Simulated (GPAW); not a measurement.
Crystal: CdSe (Cadmoselite).

```
Cd Se
1.0
     4.30000    0.00000    0.00000
    -2.15000    3.72391    0.00000
     0.00000    0.00000    7.02000
Cd Se
2 2
Direct
  0.66667 0.33333 0.50000
  0.33333 0.66667 0.00000
  0.66667 0.33333 0.88500
  0.33333 0.66667 0.38500
```

```yaml
Program: GPAW 26.7.0
Task: relaxation of cell and atoms
Functional: PW91
Potentials_or_basis: PAW data sets generated in the run's folder for this functional
Cutoff: 600 eV
Basis: pw
k_mesh: 5 × 5 × 3
Occupations: fermi-dirac, width 0.05 eV
Spin: no spin polarisation
```

At the start: pressure 2.6 GPa; volume 28.10 Å³/atom.

**Question.** Where does the relaxation end?

**Answer.** Over 13 steps the energy falls by 15.8 meV/atom and the volume is 29.51 Å³/atom (+5.0 %); space group P6_3mc (No. 186, to 0.05 Å).

Step by step:
```
step  energy change (eV)  largest force (eV/Å)  pressure (GPa)  volume (Å³)
   1              0.0000                0.2853            2.63       112.41
   2             -0.0140                0.2435            2.32       112.97
   3             -0.0601                0.0397            0.49       116.85
   4             -0.0608                0.0496            0.34       117.22
   5             -0.0619                0.0433            0.10       117.83
   6             -0.0626                0.0186           -0.04       118.18
   7             -0.0628                0.0035           -0.05       118.20
   8             -0.0628                0.0108           -0.02       118.13
   9             -0.0628                0.0131           -0.01       118.09
  10             -0.0629                0.0154            0.03       118.00
  11             -0.0630                0.0144            0.05       117.94
  12             -0.0631                0.0083            0.05       117.95
  13             -0.0631                0.0022            0.02       118.02
```

Final structure:
```yaml
crystal:
  lattice:
    - [4.37115, 0.00000, 0.00000]
    - [-2.18558, 3.78553, 0.00000]
    - [0.00000, 0.00000, 7.13252]
  atoms:
    - { symbol: Cd, position: [0.66667, 0.33333, 0.50468] }
    - { symbol: Cd, position: [0.33333, 0.66667, 0.00468] }
    - { symbol: Se, position: [0.66667, 0.33333, 0.88040] }
    - { symbol: Se, position: [0.33333, 0.66667, 0.38040] }
```

Caveat: later steps reuse the first step's grids.
